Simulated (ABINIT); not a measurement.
Here is an ABINIT 10.8.3 (patched build) calculation.

The input run.abi:

```
# Datasets: ground state, then fixed potential
ndtset 2

# Pseudopotentials
pp_dirpath "./"
pseudos "Ge.LDA_PW-JTH.xml"

# Structure
acell 3*1.0 Angstrom
rprim
     4.0504045371     0.0000000000     0.0000000000
    -2.0252022685     3.5077532247     0.0000000000
     0.0000000000     0.0000000000    10.9933590000
ntypat 1
znucl 32
natom 4
typat 1 1 1 1
xred
     0.6666666667     0.3333333333     0.4148480000
     0.3333333333     0.6666666667     0.9148480000
     0.0000000000     0.0000000000     0.4774520000
     0.0000000000     0.0000000000     0.9774520000

# Plane-wave basis
ecut 598.650497 eV
pawecutdg 44.0

# Exchange and correlation
ixc 7

# Bands and occupations
occopt 3
tsmear 0.00183747

# SCF cycle
nstep 100

# Output
iomode 3
prtwf 0
prteig 0
prtebands 0
prtden1 1

# Dataset 1
kptopt1 1
ngkpt1 8 8 3
nshiftk1 1
shiftk1 0.0 0.0 0.0
nband1 34
tolvrs1 1.0e-9

# Dataset 2: bands along G-M-K-G-A-L-H-A
iscf2 -2
getden2 1
nband2 40
nbdbuf2 4
tolwfr2 1.0e-11
kptopt2 -7
ndivsm2 5
prteig2 1
kptbounds2
     0.0000000000     0.0000000000     0.0000000000
     0.5000000000     0.0000000000     0.0000000000
     0.3333333333     0.3333333333     0.0000000000
     0.0000000000     0.0000000000     0.0000000000
     0.0000000000     0.0000000000     0.5000000000
     0.5000000000     0.0000000000     0.5000000000
     0.3333333333     0.3333333333     0.5000000000
     0.0000000000     0.0000000000     0.5000000000
```

Potentials or basis: JTH PAW LDA v2.0.

Launch:

```console
$ abinit run.abi > log 2>&1
```

Task: Estimate the largest force.

Result: 0.268 eV/Å.

Task: What does it give for the pressure?

Result: -2.8 GPa.

Task: Estimate the band gap along the path.

Result: None (metal or under the smearing width).

Levels at the corners of the path, in eV from the Fermi level:
```csv
point,band 25,band 26,band 27,band 28,band 29,band 30,band 31,band 32
Γ,-0.43,-0.43,-0.42,-0.42,0.25,0.46,1.56,3.77
M,-1.96,-1.93,-1.26,-1.07,0.59,0.83,1.54,1.62
K,-3.67,-3.67,-0.20,0.01,0.01,0.24,4.40,4.40
Γ,-0.43,-0.43,-0.42,-0.42,0.25,0.46,1.56,3.77
A,-0.43,-0.43,-0.43,-0.43,0.31,0.31,2.56,2.56
L,-1.95,-1.95,-1.16,-1.16,0.66,0.66,1.59,1.59
H,-3.67,-3.67,0.00,0.00,0.02,0.02,4.21,4.21
A,-0.43,-0.43,-0.43,-0.43,0.31,0.31,2.56,2.56
```

Caveat: the atomic spheres overlap.
